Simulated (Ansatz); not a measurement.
Crystal: Te.

```xyz
3
Lattice="4.4540 0.0000 0.0000 -2.2270 3.8573 0.0000 0.0000 0.0000 5.9240" Properties=species:S:1:pos:R:3 pbc="T T T"
Te    1.6279    2.8197    0.0000
Te   -0.5991    1.0376    3.9493
Te    1.1981    0.0000    1.9747
```

Base run:

- Program: Ansatz 0.2.0
- Functional: PBE
- Potentials or basis: all-electron LAPW, scalar-relativistic
- Cutoff: 215 eV (chosen from the basis error)
- Basis error allowed: 0.002 eV/atom
- k mesh: 7 × 7 × 5
- Occupations: fermi-dirac, width 0.05 eV
- Spin: no spin polarisation

Its results: pressure 1.5 GPa; largest force 0.144 eV/Å.

Question: The run is repeated on the same cell with these changes: functional from PBE to LDA. What comes out?

Answer: Pressure -1.9 GPa; largest force 0.053 eV/Å.

LDA binds more tightly than PBE, so the same cell stands under less pressure.
